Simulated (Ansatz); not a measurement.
Crystal: I.

```xyz
1
Lattice="0.0000 2.3656 3.9098 2.1922 0.0000 3.9098 2.1922 2.3656 0.0000" Properties=species:S:1:pos:R:3 pbc="T T T"
I     0.0000    0.0000    0.0000
```

```yaml
Program: Ansatz 0.2.0
Task: relaxation of cell and atoms
Functional: PBE
Dispersion: D3(BJ)
Potentials_or_basis: all-electron LAPW, scalar-relativistic
Basis_error_allowed: 0.001 eV/atom
k_mesh: 9 × 9 × 9
Occupations: fermi-dirac, width 0.05 eV
Spin: no spin polarisation
```

At the start: volume 40.55 Å³/atom.

Q: How do energy, volume and symmetry change on relaxing?

A: Over 6 steps the energy falls by 9.8 meV/atom and the volume is 37.45 Å³/atom (-7.7 %); space group Fmmm (No. 69, to 0.05 Å).

The path:
| step | energy change (eV) | largest force (eV/Å) | volume (Å³) |
| --- | --- | --- | --- |
| 1 | 0.0000 | 0.0000 | 40.55 |
| 2 | -0.0054 | 0.0000 | 39.22 |
| 3 | -0.0087 | 0.0000 | 37.59 |
| 4 | -0.0097 | 0.0000 | 37.57 |
| 5 | -0.0098 | 0.0000 | 37.45 |
| 6 | -0.0098 | 0.0000 | 37.45 |

Final structure:
```
I
1.0
     0.00000    2.30093    3.66600
     2.21978    0.00000    3.66600
     2.21978    2.30093    0.00000
I
1
Direct
  0.00000 0.00000 0.00000
```
